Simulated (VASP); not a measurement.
# Ca (Pm-3m) in VASP: a series of runs, part 2 of 2

VASP 6.6.1. The steps go on from the part before.

### Step 3. Single point, BLYP

This run uses another cell than the first one, of 51.01 Å³/atom, 1.120 times its volume.

INCAR reads:

```
AGGAC = 1.0
AGGAX = 1.0
ALDAC = 0.0
ALDAX = 1.0
ALGO = Fast
EDIFF = 1E-7
ENCUT = 520
GGA = B5
ISIF = 2
ISMEAR = -1
LASPH = True
LCHARG = True
LELF = True
LREAL = False
LVHAR = True
LWAVE = False
NBANDS = 11
NELM = 100
PREC = Accurate
SIGMA = 0.1
```

KPOINTS reads:

```
k-points
0
Gamma
  10 10 10
```

POSCAR reads:

```
Ca
1.0
    3.7087891832      0.0000000000      0.0000000000
    0.0000000000      3.7087891832      0.0000000000
    0.0000000000      0.0000000000      3.7087891832
Ca
1
Direct
    0.0000000000      0.0000000000      0.0000000000
```

Potentials or basis: VASP PAW PBE potentials, release 64 (Ca_sv).

Command:

```console
> cat potpaw_PBE.64/Ca_sv/POTCAR > POTCAR
> mpirun -np 1 vasp_std > vasp.out
```

OUTCAR:

```text
EDIFF = 1E-7
   ENCUT = 520
   GGA = B5
   ISIF = 2
   ISMEAR = -1
   LASPH = True
   LREAL = False
   NELM = 100
   PREC = Accurate

 ion  position               nearest neighbor table
   1  0.000  0.000  0.000-

  LATTYP: Found a simple cubic cell.
 ALAT       =     3.7087891832

  Lattice vectors:

 A1 = (   3.7087891832,   0.0000000000,   0.0000000000)
 A2 = (   0.0000000000,   3.7087891832,   0.0000000000)
 A3 = (   0.0000000000,   0.0000000000,   3.7087891832)

Analysis of symmetry for initial positions (statically):
=====================================================================
 Subroutine PRICEL returns:
 Original cell was already a primitive cell.

 Routine SETGRP: Setting up the symmetry group for a
 simple cubic supercell.

 Subroutine GETGRP returns: Found 48 space group operations
 (whereof 48 operations were pure point group operations)
 out of a pool of 48 trial point group operations.

The static configuration has the point symmetry O_h .

Analysis of symmetry for dynamics (positions and initial velocities):
=====================================================================
 Subroutine PRICEL returns:
 Original cell was already a primitive cell.

 Routine SETGRP: Setting up the symmetry group for a
 simple cubic supercell.

 Subroutine GETGRP returns: Found 48 space group operations
 (whereof 48 operations were pure point group operations)
 out of a pool of 48 trial point group operations.

The dynamic configuration has the point symmetry O_h .

 Subroutine INISYM returns: Found 48 space group operations
 (whereof 48 operations are pure point group operations),
 and found     1 'primitive' translations

----------------------------------------------------------------------------------------

                                     Primitive cell

  volume of cell :      51.0148

  direct lattice vectors                    reciprocal lattice vectors
     3.708789183  0.000000000  0.000000000     0.269629777  0.000000000  0.000000000
     0.000000000  3.708789183  0.000000000     0.000000000  0.269629777  0.000000000
     0.000000000  0.000000000  3.708789183     0.000000000  0.000000000  0.269629777

  length of vectors
     3.708789183  3.708789183  3.708789183     0.269629777  0.269629777  0.269629777

  position of ions in fractional coordinates (direct lattice)
     0.000000000  0.000000000  0.000000000

  ion indices of the primitive-cell ions
   primitive index   ion index
                 1           1

----------------------------------------------------------------------------------------

 KPOINTS: k-points

Automatic generation of k-mesh.
 Grid dimensions read from file:
 generate k-points for:   10   10   10

 Generating k-lattice:

  Cartesian coordinates                     Fractional coordinates (reciprocal lattice)
     0.026962978  0.000000000  0.000000000     0.100000000  0.000000000  0.000000000
     0.000000000  0.026962978  0.000000000     0.000000000  0.100000000  0.000000000
     0.000000000  0.000000000  0.026962978     0.000000000  0.000000000  0.100000000

  Length of vectors
     0.026962978  0.026962978  0.026962978

  Shift w.r.t. Gamma in fractional coordinates (k-lattice)
     0.000000000  0.000000000  0.000000000

 Subroutine IBZKPT returns following result:
 ===========================================

 Found     56 irreducible k-points:

 Following reciprocal coordinates:
            Coordinates               Weight
  0.000000  0.000000  0.000000      1.000000
  0.100000  0.000000  0.000000      6.000000
  0.200000  0.000000  0.000000      6.000000
  0.300000  0.000000  0.000000      6.000000
  0.400000  0.000000  0.000000      6.000000
  0.500000  0.000000  0.000000      3.000000
[... 16 lines left out ...]
  0.200000  0.100000  0.100000     24.000000
  0.300000  0.100000  0.100000     24.000000
 [... further k-points ...]
   k-points           NKPTS =     56   k-points in BZ     NKDIM =     56   number of bands    NBANDS=     11
   number of dos      NEDOS =    301   number of ions     NIONS =      1
   total plane-waves  NPLWV =  21952
   dimension x,y,z NGX =    28 NGY =   28 NGZ =   28
   dimension x,y,z NGXF=    56 NGYF=   56 NGZF=   56
   ions per type =               1
   NGX,Y,Z   is equivalent  to a cutoff of  12.55, 12.55, 12.55 a.u.
   NGXF,Y,Z  is equivalent  to a cutoff of  25.10, 25.10, 25.10 a.u.
 SYSTEM =  unknown system
   PREC   = accura    normal or accurate (medium, high low for compatibility)
   ISTART =      0    job   : 0-new  1-cont  2-samecut
   ICHARG =      2    charge: 1-file 2-atom 10-const
   ISPIN  =      1    spin polarized calculation?
   LNONCOLLINEAR =      F non collinear calculations
   LSORBIT =      F    spin-orbit coupling
   LASPH  =      T    aspherical Exc in radial PAW
   ENCUT  =  520.0 eV  38.22 Ry    6.18 a.u.   6.90  6.90  6.90*2*pi/ulx,y,z
   NELM   =    100;   NELMIN=  2; NELMDL= -5     # of ELM steps
   EDIFF  = 0.1E-06   stopping-criterion for ELM
   LREAL  =      F    real-space projection
   EDIFFG = 0.1E-05   stopping-criterion for IOM
   NSW    =      0    number of steps for IOM
   IBRION =     -1    ionic relax: 0-MD 1-quasi-New 2-CG
   NFREE  =      0    steps in history (QN), initial steepest desc. (CG)
   ISIF   =      2    stress and relaxation
   ISYM   =      2    0-nonsym 1-usesym 2-fastsym
   POTIM  = 0.5000    time-step for ionic-motion
   TEBEG  =    0.0;   TEEND  =   0.0 temperature during run
   PSTRESS=    0.0 pullay stress
   NELECT =      10.0000    total number of electrons
   NUPDOWN=      -1.0000    fix difference up-down
   EMIN   =  10.00;   EMAX   =-10.00  energy-range for DOS
   EFERMI =   0.00;   METHOD = LEGACY
   ISMEAR =    -1;   SIGMA  =   0.10  broadening in eV -4-tet -1-fermi 0-gaus
   EFERMI_NEDOS =   21; number of points for ismear=-14 and -15
   IALGO  =     68    algorithm
   IMIX   =      4    mixing-type and parameters
     AMIX     =   0.40;   BMIX     =  1.00
     AMIX_MAG =   1.60;   BMIX_MAG =  1.00
  volume/ion in A,a.u.               =      51.01       344.27
  Fermi-wavevector in a.u.,A,eV,Ry     =   0.950990  1.797111 12.304868  0.904382
  Thomas-Fermi vector in A             =   2.079418
   LORBIT       =      0    0 simple, 1 ext, 2 COOP (PROOUT), +10 PAW based schemes
   GGA     = B5    functional components
   LHFCALC =     F    Hartree Fock is set to
   AEXX    =    0.0000 exact exchange contribution
   IVDW    =     0    specifies the selected vdW correction
   LEPSILON=     F    determine dielectric tensor
   LRPA    =     F    only Hartree local field effects (RPA)
 non-spin polarized calculation
 RMM-DIIS sequential band-by-band and
  energy-cutoff  :      520.00
  volume of cell :       51.01
 maximum number of plane-waves:      1406
 NGX is ok and might be reduce to    28
   NGX = 13   NGY = 13   NGZ = 13

 number of electron      10.0000000 magnetization

 number of electron       9.9999995 magnetization

 Free energy of the ion-electron system (eV)
  ---------------------------------------------------
  ext. energy  EPLUGINS =         0.00000000
  ---------------------------------------------------
  free energy    TOTEN  =        -0.88436298 eV

  energy without entropy =       -0.83906247  energy(sigma->0) =       -0.86171272

 E-fermi :   1.6320     XC(G=0):  -6.6912

 val. band max:        1.5573400325   @ k =   0.5000   0.3000   0.2000
 cond. band min:       1.6526435280   @ k =   0.5000   0.4000   0.2000
 fundamental gap:      0.0953034955
 Fermi energy:         1.6320253809

 k-point     1 :       0.0000    0.0000    0.0000
  band No.  band energies     occupation
      1     -40.8454      2.00000
      2     -21.8838      2.00000
      3     -21.8838      2.00000
      4     -21.8838      2.00000
      5      -1.9427      2.00000
      6       2.2942      0.00266
      7       2.2942      0.00266
      8       4.9401      0.00000
      9       4.9401      0.00000
     10       4.9401      0.00000
     11       9.1616      0.00000
[... 309 lines left out ...]
 k-point    24 :       0.3000    0.1000    0.1000
  band No.  band energies     occupation
      1     -40.8377      2.00000
      2     -21.9617      2.00000
      3     -21.8881      2.00000
      4     -21.8873      2.00000
      5      -0.6611      2.00000
      6       2.3057      0.00237
      7       2.6304      0.00009
      8       4.1054      0.00000
      9       4.1478      0.00000
     10       4.7843      0.00000
     11       6.5239      0.00000

 [... further k-points ...]

------------------------ aborting loop because EDIFF is reached ----------------------------------------

  FORCE on cell =-STRESS in cart. coord.  units (eV):
  Direction    XX          YY          ZZ          XY          YZ          ZX
  --------------------------------------------------------------------------------------
  -------------------------------------------------------------------------------------
  Total       -0.2502186     -0.2502186     -0.2502186     -0.0000000     -0.0000000      0.0000000
  in kB       -7.8583916     -7.8583916     -7.8583916     -0.0000000     -0.0000000      0.0000000
  external PRESSURE =      -7.8583916 kB  Pullay stress =       0.0000000 kB

 VOLUME and BASIS-vectors are now :
 -----------------------------------------------------------------------------
  energy-cutoff  :      520.00
  volume of cell :       51.01
      direct lattice vectors                 reciprocal lattice vectors
     3.708789183  0.000000000  0.000000000     0.269629777  0.000000000  0.000000000
     0.000000000  3.708789183  0.000000000     0.000000000  0.269629777  0.000000000
     0.000000000  0.000000000  3.708789183     0.000000000  0.000000000  0.269629777

 POSITION                                       TOTAL-FORCE (eV/Angst)
 -----------------------------------------------------------------------------------
      0.00000      0.00000      0.00000         0.000000      0.000000      0.000000
 -----------------------------------------------------------------------------------
    total drift:                               -0.000000     -0.000000     -0.000000

  FREE ENERGIE OF THE ION-ELECTRON SYSTEM (eV)
  ---------------------------------------------------
  free  energy   TOTEN  =        -0.8843629768 eV

  energy  without entropy=       -0.8390624724  energy(sigma->0) =       -0.86171272
```

stdout:

```text
POSCAR found type information on POSCAR Ca
 POSCAR found :  1 types and       1 ions
 scaLAPACK will be used
 -----------------------------------------------------------------------------
|                                                                             |
|                                                                             |
|     You enforced a specific xc type in the INCAR file but a different       |
|     I HOPE YOU KNOW WHAT YOU ARE DOING!                                     |
|                                                                             |
 -----------------------------------------------------------------------------

 LDA part: xc-table for (Slater(with rela. corr.)+VWN5), standard interpolation
 POSCAR, INCAR and KPOINTS ok, starting setup
 FFT: planning ... GRIDC
 FFT: planning ... GRID_SOFT
 FFT: planning ... GRID
 WAVECAR not read
 entering main loop
WARNING in EDDRMM: call to ZHEGV failed, returncode =   8  4      9
```

Wall time 20 s (1 thread of Intel Xeon 6975P-C (Granite Rapids), shared host); peak memory 0.16 GiB.

What came out:

- Free energy: -0.8844 eV
- Pressure: -0.8 GPa
- Band gap on the k mesh: none (metal or under the smearing width)

Caveat: the PAW data sets were made with another functional, which shifts forces and pressure a little.

### Step 4. Single point, BLYP

This run uses another cell than the first one, of 47.37 Å³/atom, 1.040 times its volume.

INCAR reads:

```
PREC = Accurate ; ENCUT = 520
EDIFF = 1E-7 ; ISMEAR = -1
SIGMA = 0.1 ; LREAL = False
LASPH = True ; NELM = 60
ALGO = Normal ; ISIF = 2
LWAVE = False ; LCHARG = False
GGA = B5 ; ALDAX = 1.0
AGGAX = 1.0 ; AGGAC = 1.0
ALDAC = 0.0 ; NBANDS = 11
```

KPOINTS reads:

```
Automatic mesh
0
Gamma
  10 10 10
```

POSCAR reads:

```
Ca
1.0
    3.6182945652      0.0000000000      0.0000000000
    0.0000000000      3.6182945652      0.0000000000
    0.0000000000      0.0000000000      3.6182945652
Ca
1
Direct
    0.0000000000      0.0000000000      0.0000000000
```

Command:

```console
> cat potpaw_PBE.64/Ca_sv/POTCAR > POTCAR
> mpirun -np 1 vasp_std > vasp.out
```

It took 14 s on 1 thread of Intel Xeon 6975P-C (Granite Rapids), shared host; peak memory 0.16 GiB.

The run converged. Its results:

* Free energy: -0.8969 eV
* Pressure: -0.3 GPa
* Band gap on the k mesh: none (metal or under the smearing width)

Levels at points of the mesh, in eV from the Fermi level:
| k point | band 1 | band 2 | band 3 | band 4 | band 5 | band 6 | band 7 | band 8 | band 9 | band 10 |
| --- | --- | --- | --- | --- | --- | --- | --- | --- | --- | --- |
| (0.00, 0.00, 0.00) | -42.34 | -23.37 | -23.37 | -23.37 | -3.67 | 0.68 | 0.68 | 3.54 | 3.54 | 3.54 |
| (0.50, 0.00, 0.00) | -42.33 | -23.52 | -23.35 | -23.35 | -1.28 | -0.41 | 1.11 | 2.48 | 2.48 | 3.64 |
| (0.50, 0.50, 0.00) | -42.31 | -23.50 | -23.50 | -23.34 | -0.28 | 0.66 | 2.14 | 2.14 | 2.73 | 2.73 |
| (0.50, 0.50, 0.50) | -42.30 | -23.49 | -23.49 | -23.49 | 0.61 | 0.61 | 0.61 | 4.23 | 4.23 | 4.91 |

Caveat: the PAW data sets were made with another functional, which shifts forces and pressure a little.

### Step 5. Single point, BLYP

This run uses another cell than the first one, of 43.73 Å³/atom, 0.960 times its volume.

INCAR reads:

```
SYSTEM = Ca
PREC = Accurate ; ENCUT = 520
EDIFF = 1E-6 ; ISMEAR = -1
SIGMA = 0.1 ; LREAL = .FALSE.
LASPH = .TRUE. ; NELM = 100
ALGO = Fast ; ISIF = 2
LWAVE = .FALSE. ; LCHARG = .FALSE.
GGA = B5 ; ALDAX = 1.0
AGGAX = 1.0 ; AGGAC = 1.0
ALDAC = 0.0 ; NBANDS = 11
```

KPOINTS reads:

```
regular mesh
0
G
  10 10 10
  0 0 0
```

POSCAR reads:

```
Ca
1.0
    3.5230317012      0.0000000000      0.0000000000
    0.0000000000      3.5230317012      0.0000000000
    0.0000000000      0.0000000000      3.5230317012
Ca
1
Direct
    0.0000000000      0.0000000000      0.0000000000
```

Command:

```console
> cat potpaw_PBE.64/Ca_sv/POTCAR > POTCAR
> mpirun -np 1 vasp_std > vasp.out
```

Run time: 18 s. Hardware: 1 thread of Intel Xeon 6975P-C (Granite Rapids), shared host; peak memory 0.16 GiB.

It converged, with:

```yaml
Free_energy: -0.8973 eV
Pressure: 0.3 GPa
Band_gap_on_the_k_mesh: none (metal or under the smearing width)
```

Levels at points of the mesh, in eV from the Fermi level:
```csv
k point,band 3,band 4,band 5,band 6,band 7,band 8
"(0.00, 0.00, 0.00)",-23.21,-23.21,-3.78,0.70,0.70,3.80
"(0.50, 0.00, 0.00)",-23.19,-23.19,-1.22,-0.39,1.17,2.63
"(0.50, 0.50, 0.00)",-23.39,-23.17,-0.39,0.77,2.38,2.38
"(0.50, 0.50, 0.50)",-23.36,-23.36,0.58,0.58,0.58,4.56
```

Caveat: the PAW data sets were made with another functional, which shifts forces and pressure a little.

### Step 6. The runs side by side

```csv
cell,k mesh,gap on the mesh (eV),pressure (GPa)
"Pm-3m, 45.55 Å³/atom",15 × 15 × 15,none,0.0
"Pm-3m, 51.01 Å³/atom",10 × 10 × 10,none,-0.8
"Pm-3m, 47.37 Å³/atom",10 × 10 × 10,none,-0.3
"Pm-3m, 43.73 Å³/atom",10 × 10 × 10,none,0.3
```

Alike in all rows: task single point; level BLYP; potentials or basis VASP PAW PBE potentials, release 64 (Ca_sv); no spin polarisation; cutoff (eV) 520; smearing fermi-dirac 0.1 eV.

Every run on the cell as given and a fine mesh finds a metal.

Caveats: the PAW data sets were made with another functional, which shifts forces and pressure a little.

Total energies depend on the potentials used, so only differences within one code and one set of settings carry meaning.
